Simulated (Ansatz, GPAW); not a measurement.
# Ballistic transport through butadiene-1,4-dithiol between two Al chains, from relaxation to T(E), part 2 of 4

How well does butadiene-1,4-dithiol between two Al chains conduct once its atoms have relaxed, and how much do cheaper levels lose?

GPAW 26.7.0 and Ansatz 0.2.0; Ansatz plane waves; relaxation of the junction with the lead ends held; PAW set soft_1 (the session's first sound run).

So far. Step 2 (Relaxing the atoms): The relaxation lowered the energy of the cell by 1.49 eV.

### Step 3. Plane-wave reference (PBE)

A plane-wave run comes first: its basis does not favour the atoms, so it serves as the reference for the orbital bases.

This step: Ansatz plane waves; Landauer transmission by layers, zero bias; PAW set soft_1 (Ansatz 0.2.0).

File input.yaml:

```yaml
crystal:
  lattice:
    - [11.0142598686, 0.0, 0.0]
    - [0.0, 9.0, 0.0]
    - [0.0, 0.0, 39.5464464114]
  atoms:
    - { symbol: Al, position: [0.5, 0.5, 0.0303440665] }
    - { symbol: Al, position: [0.5, 0.5, 0.0910321995] }
    - { symbol: Al, position: [0.5, 0.5, 0.1517203325] }
    - { symbol: Al, position: [0.5, 0.5, 0.2124084655] }
    - { symbol: Al, position: [0.5, 0.5, 0.2730965986] }
    - { symbol: Al, position: [0.3752104337, 0.5029799037, 0.3280328918] }
    - { symbol: Al, position: [0.4644574472, 0.4976540308, 0.3894710231] }
    - { symbol: S, position: [0.3163192084, 0.5039343172, 0.4287037947] }
    - { symbol: H, position: [0.5626547541, 0.501758975, 0.4645434293] }
    - { symbol: C, position: [0.3708677904, 0.5002050345, 0.4703869654] }
    - { symbol: C, position: [0.4863781949, 0.4997990688, 0.4823231979] }
    - { symbol: H, position: [0.2956782316, 0.4985321739, 0.4884516652] }
    - { symbol: H, position: [0.7061953354, 0.4984838672, 0.5116771324] }
    - { symbol: C, position: [0.5154798544, 0.4968450634, 0.5177830511] }
    - { symbol: C, position: [0.6309752172, 0.49659151, 0.5297300101] }
    - { symbol: H, position: [0.4391963151, 0.494658801, 0.5355589431] }
    - { symbol: S, position: [0.6854291558, 0.4924716837, 0.5714226794] }
    - { symbol: Al, position: [0.5372218247, 0.5014811988, 0.6106019828] }
    - { symbol: Al, position: [0.6255741105, 0.494918916, 0.6721247828] }
    - { symbol: Al, position: [0.5, 0.5, 0.7269034014] }
    - { symbol: Al, position: [0.5, 0.5, 0.7875915345] }
    - { symbol: Al, position: [0.5, 0.5, 0.8482796675] }
    - { symbol: Al, position: [0.5, 0.5, 0.9089678005] }
    - { symbol: Al, position: [0.5, 0.5, 0.9696559335] }
kpoints:
  mp_grid: { grid: [1, 1, 2] }
hamiltonian:
  xc: pbe
  pseudopotentials: { kind: paw, azcp: { folder: soft_1 } }
scf:
  occupations: { method: fermi_dirac, width: 0.1 }
output:
  transmission:
    leads: [[0, 1]]
    e_range: [-2, 2]
    de: 0.025
    kmesh: [1, 1]
    reduced_basis: true
  write_potential: true
  write_density: true
  volumetric_format: npy
```

On the command line:

```console
$ ansatz run input.yaml --threads 4 --pin off --max-ram 8192MiB --backend cpu --events-out ev --progress --plain --runs-dir out
```

Numbers of over 12 decimals in the logs are rounded to 6 here.

Log:

```text
[...]
Crystal: 24 atoms, lattice volume = 3920.174 Å³
Basis set: ecut = 420 eV, 76539 PW (Γ)
Bands: 61, of which v1, the nominal top of the filled ones, is band 37 counted from 1 (36 counted from 0)
Symmetry: 1 space group operations
[...]
k-points: 2
[...]
SCF iter   1: F=—  HF=-10380.223083 eV  |F-HF|=—  |Δ(HF+E_count)|=         —  Δρ=2.37e-2  dr2=5.75e1  ethr=3.10e-3  ⟨swp⟩=11.5  Hψ=749  notcnv=0
[...]
SCF iter  15: F=-10371.016606 eV  HF=-10371.016606 eV  |F-HF|=2.92e-8  |Δ(HF+E_count)|=   1.06e-8  Δρ=8.99e-7  dr2=9.61e-8  ethr=1.35e-10  ⟨swp⟩=23.5  Hψ=748  notcnv=0
SCF 1 converged in 15 iterations: F = -10371.016606 eV  dr2 = 9.61e-8
[...]
transmission: 49 of 294 steps passed
transmission: 98 of 294 steps passed
[...]
transmission: 294 of 294 steps passed
WARN: The output density's exchange-correlation potential varies sharply where the density is thin. Do not read a vacuum level from v_tot or v_xc, or from such a field of the output density. On a cell that repeats whose density bears no net charge and no dipole along the vacuum's axis use v_es (v_loc + v_h of the components); under efield.dipole_correction with no amplitude use v_es + v_field, which holds any externa [...]
SCF converged after 15 iterations
Free energy (F): -10371.016606 eV
[...]
Internal energy: -10370.390468 eV  (E = F + TS)
E sigma→0 (E₀):  -10370.703537 eV
Entropy (-TS):   -0.626138 eV (-26.089 meV/atom)
Fermi energy:    -3.191968 eV
[...]
--- Band table (eV) ---
  k-point 0: bands = [... 33 lower, -3.5313, -3.4117, -3.3703, -3.2590, -3.1679, -3.0128, -2.9014, -2.7800, ... 20 higher]
  k-point 1: bands = [... 33 lower, -3.5302, -3.4202, -3.3745, -3.2396, -3.1581, -3.0456, -2.9170, -2.7289, ... 20 higher]
--- Transmission ---
  basis      : 871 plane waves across, 49 finite elements along
  points     : 1, standing for a mesh of 1 x 1
  filling    : by the input's occupations and mesh, since the crystals that have channels conduct as metals do. If one of these is a semiconductor, that mesh has misplaced its level
  energies   : 161 from -2.000000 to 2.000000 eV about the Fermi level, 0.025000 eV apart; the leads are filled to 0.000000 eV, and channels, transmission and decay are at 0.000000 eV
  crystal 0  : Al1, at the sites [0, 1], period 2.4000 Å, over 24.00 Å; its Hamiltonian steps by up to 3.3 meV
    offset         : up to 0.0000 Å between an atom of the period and one for which it stands
    filled         : 11.2 meV over the level at which it is neutral
    channels       : 2.000000e0 a spin
    conductance    : 1.5632e14 S/m² at 300 K; may be off by some 0.0 % by where its bands' edges are placed, 0.0 % from the distance to neutral
  junction   : crystal 0 to crystal 0, 0.70 to 37.84 Å
    transmission   : 3.436469e-2 a spin
    error estimate : 1.393326e-5 a spin from the reduction of the transverse basis, at the most 5.278520e-4 at 1.975000 eV
    conductance    : 2.6648e12 S/m² at 300 K (2.6649e12 on every other energy)
    error estimate : 0.0 % from the energy spacing and 0.0 % from band edges of the leads and from resonances (wavevectors taken as independent; lower de), 0.1 % from the reduction of the transverse basis, 1.8 % from the steps of its leads' Hamiltonians or their offsets (lay more layers), 3.0 % from the distance to neutral
    resistance     : 3.6886e-1 Ω µm² beyond half of each lead's own
```

Elapsed: 90 s, on 4 threads of Intel Xeon Platinum 8559C (Emerald Rapids), shared host; peak memory 3.5 GiB; 2.9 min of CPU time.

In the SCF lines HF is the Harris–Foulkes energy and dr2 the Hartree energy of the density residual, in eV; the loop may stop once dr2 is under the threshold and the program's other checks hold. Hψ counts applications of the Hamiltonian.

Numbers from this step:

```yaml
free_energy: -10371.0166 eV
lead_level: 0 eV from the Fermi level
transmission_at_the_fermi_level_one_spin: 0.03436
open_channels_of_the_lead_at_the_fermi_level_one_spin: 2
step_of_the_potential_along_the_lead: 3.3 meV
offset_of_the_lead: 0 Å
filling_of_the_lead_less_its_bulk_value_in_size: 11.2 meV
conductance: 0.03409 G₀
```

One spin. Transmission, zone mean against energy, zero at the Fermi level:

| energy (eV) | transmission, zone mean |
| --- | --- |
| -2.000 | 3.3e-4 |
| -1.900 | 4.6e-4 |
| -1.800 | 6.3e-4 |
| -1.700 | 7.9e-4 |
| -1.600 | 6.6e-4 |
| -1.500 | 1.9e-4 |
| -1.400 | 2.4e-6 |
| -1.300 | 8.1e-6 |
| -1.200 | 0 |
| -1.100 | 0 |
| -1.000 | 0 |
| -0.900 | 0 |
| -0.800 | 0 |
| -0.700 | 0 |
| -0.600 | 0 |
| -0.500 | 0 |
| -0.400 | 0 |
| -0.300 | 0.00350 |
| -0.200 | 0.0117 |
| -0.100 | 0.0238 |
| 0.000 | 0.0344 |
| 0.100 | 0.0424 |
| 0.200 | 0.0512 |
| 0.300 | 0.0631 |
| 0.400 | 0.0790 |
| 0.500 | 0.0974 |
| 0.600 | 0.115 |
| 0.700 | 0.128 |
| 0.800 | 0.135 |
| 0.900 | 0.138 |
| 1.000 | 0.140 |
| 1.100 | 0.145 |
| 1.200 | 0.153 |
| 1.300 | 0.167 |
| 1.400 | 0.190 |
| 1.500 | 0.225 |
| 1.600 | 0.280 |
| 1.700 | 0.361 |
| 1.800 | 0.477 |
| 1.900 | 0.622 |
| 2.000 | 0.772 |

One spin. Table of open channels, zone mean by energy, zero at the Fermi level:

energy (eV), open channels, zone mean and a bar:
```
   -2.000       1.00 ##########
   -1.900       1.00 ##########
   -1.800       1.00 ##########
   -1.700       1.00 ##########
   -1.600       1.00 ##########
   -1.500       1.00 ##########
   -1.400       1.00 ##########
   -1.300       1.00 ##########
   -1.200       0.00 
   -1.100       0.00 
   -1.000       0.00 
   -0.900       0.00 
   -0.800       0.00 
   -0.700       0.00 
   -0.600       0.00 
   -0.500       0.00 
   -0.400       0.00 
   -0.300       2.00 ####################
   -0.200       2.00 ####################
   -0.100       2.00 ####################
    0.000       2.00 ####################
    0.100       2.00 ####################
    0.200       2.00 ####################
    0.300       2.00 ####################
    0.400       2.00 ####################
    0.500       2.00 ####################
    0.600       2.00 ####################
    0.700       2.00 ####################
    0.800       2.00 ####################
    0.900       2.00 ####################
    1.000       3.00 ##############################
    1.100       3.00 ##############################
    1.200       3.00 ##############################
    1.300       3.00 ##############################
    1.400       3.00 ##############################
    1.500       3.00 ##############################
    1.600       3.00 ##############################
    1.700       3.00 ##############################
    1.800       3.00 ##############################
    1.900       3.00 ##############################
    2.000       3.00 ##############################
```

Crystal 0, spin -, k parallel (0, 0); distinct values, listed up to 1.5 1/Å. The Im kz of the slowest decaying states by energy, zero at the Fermi level:

| energy (eV) | decay 1 (Å⁻¹) | decay 2 (Å⁻¹) | decay 3 (Å⁻¹) | decay 4 (Å⁻¹) |
| --- | --- | --- | --- | --- |
| -2.0000 | 0.671 | 0.674 | 1.16 | 1.26 |
| -1.7500 | 0.616 | 0.619 | 1.13 | 1.24 |
| -1.5000 | 0.556 | 0.559 | 1.10 | 1.21 |
| -1.2500 | 0.489 | 0.493 | 1.07 | 1.18 |
| -1.0000 | 0.0783 | 0.411 | 0.415 | 1.04 |
| -0.7500 | 0.103 | 0.314 | 0.319 | 1.01 |
| -0.5000 | 0.116 | 0.168 | 0.178 | 0.978 |
| -0.2500 | 0.121 | 0.944 | 1.07 | 1.13 |
| 0.0000 | 0.119 | 0.909 | 1.03 | 1.10 |
| 0.2500 | 0.110 | 0.872 | 1.00 | 1.07 |
| 0.5000 | 0.0938 | 0.833 | 0.968 | 1.04 |
| 0.7500 | 0.0635 | 0.793 | 0.934 | 1.01 |
| 1.0000 | 0.750 | 0.898 | 0.978 | 1.00 |
| 1.2500 | 0.705 | 0.861 | 0.944 | 0.969 |
| 1.5000 | 0.656 | 0.821 | 0.908 | 0.934 |
| 1.7500 | 0.604 | 0.780 | 0.871 | 0.898 |
| 2.0000 | 0.546 | 0.737 | 0.833 | 0.860 |

Crystal 0, spin -, k parallel (0, 0). Re kz of states that move upwards against energy, zero at the Fermi level:

| energy (eV) | channel 1 (Å⁻¹) | channel 2 (Å⁻¹) | channel 3 (Å⁻¹) |
| --- | --- | --- | --- |
| -2.000 | 1.13 | - | - |
| -1.800 | 1.16 | - | - |
| -1.600 | 1.20 | - | - |
| -1.400 | 1.24 | - | - |
| -1.200 | - | - | - |
| -1.000 | - | - | - |
| -0.800 | - | - | - |
| -0.600 | - | - | - |
| -0.400 | - | - | - |
| -0.200 | 0.230 | 0.237 | - |
| 0.000 | 0.330 | 0.335 | - |
| 0.200 | 0.407 | 0.410 | - |
| 0.400 | 0.471 | 0.474 | - |
| 0.600 | 0.527 | 0.530 | - |
| 0.800 | 0.578 | 0.581 | - |
| 1.000 | -1.26 | 0.625 | 0.627 |
| 1.200 | -1.22 | 0.669 | 0.671 |
| 1.400 | -1.19 | 0.709 | 0.712 |
| 1.600 | -1.16 | 0.748 | 0.750 |
| 1.800 | -1.14 | 0.785 | 0.787 |
| 2.000 | -1.11 | 0.820 | 0.822 |

The electrostatic potential energy of an electron (with the applied field's), less the Fermi level, planar mean oscillates, so the rows of the table below give means over windows of 2.34 Å about each position, cut where the curve ends. Its first 14 maxima inside the range that stand out by 2 % of the span (Å: eV): 2.3: 3.91, 4.8: 3.91, 7.2: 3.91, 9.5: 3.85, 11.9: 3.63, 14.2: 3.82, 15.4: 3.36, 16.1: 3.34, 17.9: 3.78, 19.8: 3.68, 21.7: 3.78, 23.4: 3.34, 24.2: 3.36, 25.3: 3.83. Its first 14 minima: 1.5: 3.37, 3.4: 3.37, 5.7: 3.36, 8.6: 3.35, 11.1: 3.26, 12.6: 3.26, 15.1: 3.33, 15.8: 3.29, 16.8: 3.06, 18.9: 2.74, 20.7: 2.74, 22.7: 3.06, 23.7: 3.29, 24.5: 3.33.

Table of electrostatic potential energy of an electron (with the applied field's), less the Fermi level, planar mean by z; means over each step:

| z (Å) | electrostatic potential energy of an electron (with the applied field's), less the Fermi level, planar mean (eV) |
| --- | --- |
| 1.17 | 3.57 |
| 3.51 | 3.56 |
| 5.85 | 3.56 |
| 8.19 | 3.55 |
| 10.53 | 3.47 |
| 12.87 | 3.43 |
| 15.21 | 3.45 |
| 17.55 | 3.26 |
| 19.89 | 3.06 |
| 22.23 | 3.31 |
| 24.57 | 3.49 |
| 26.91 | 3.40 |
| 29.25 | 3.49 |
| 31.59 | 3.56 |
| 33.93 | 3.57 |
| 36.27 | 3.57 |
| 38.61 | 3.51 |

The valence density, planar mean oscillates, so the rows of the table below give means over windows of 1 Å about each position, cut where the curve ends. Its first 14 maxima inside the range that stand out by 2 % of the span (Å: e/Å³): 2.3: 0.0144, 4.7: 0.0144, 7.0: 0.0144, 9.4: 0.0144, 11.9: 0.0157, 14.5: 0.0134, 16.7: 0.0427, 18.9: 0.0709, 20.7: 0.0708, 22.8: 0.0428, 25.0: 0.0134, 27.7: 0.0158, 30.2: 0.0144, 32.5: 0.0144. Its first 14 minima: 1.2: 0.0103, 3.7: 0.0103, 6.0: 0.0103, 8.3: 0.0105, 10.7: 0.0108, 13.0: 0.0113, 15.2: 0.0119, 17.7: 0.0297, 19.8: 0.0365, 21.8: 0.0296, 24.3: 0.0119, 26.5: 0.0113, 28.9: 0.0108, 31.2: 0.0104.

Valence density, planar mean against z; means over each step:

z (Å), valence density, planar mean (e/Å³) and a bar from the least value:
```
        0     0.0141 ##
        1     0.0113 
        2     0.0134 #
        3     0.0126 #
        4     0.0119 #
        5     0.0139 ##
        6     0.0110 
        7     0.0140 ##
        8     0.0119 
        9     0.0129 #
       10     0.0131 #
       11     0.0123 #
       12     0.0151 ##
       13     0.0119 #
       14     0.0131 #
       15     0.0126 #
       16     0.0244 ########
       17     0.0392 #################
       18     0.0385 ################
       19     0.0621 ##############################
       20     0.0466 #####################
       21     0.0585 ############################
       22     0.0337 #############
       23     0.0375 ################
       24     0.0152 ##
       25     0.0130 #
       26     0.0124 #
       27     0.0133 #
       28     0.0147 ##
       29     0.0116 
       30     0.0141 ##
       31     0.0114 
       32     0.0135 #
       33     0.0126 #
       34     0.0120 #
       35     0.0138 ##
       36     0.0110 
       37     0.0140 ##
       38     0.0117 
       39     0.0127 #
```

T at the Fermi level is 0.0344 of 2 open channels a spin.

(Continued in part 3 of 4.)

[Logs are printed without paths, hosts, clocks, repeated set-up lines and the standing remarks that a program may print on its own settings, such as how far it seeks lower states.]

[Hosts, paths, dates, database ids (printed as entryN), source tags and the programs' standing remarks are cut or masked in the printed files.]
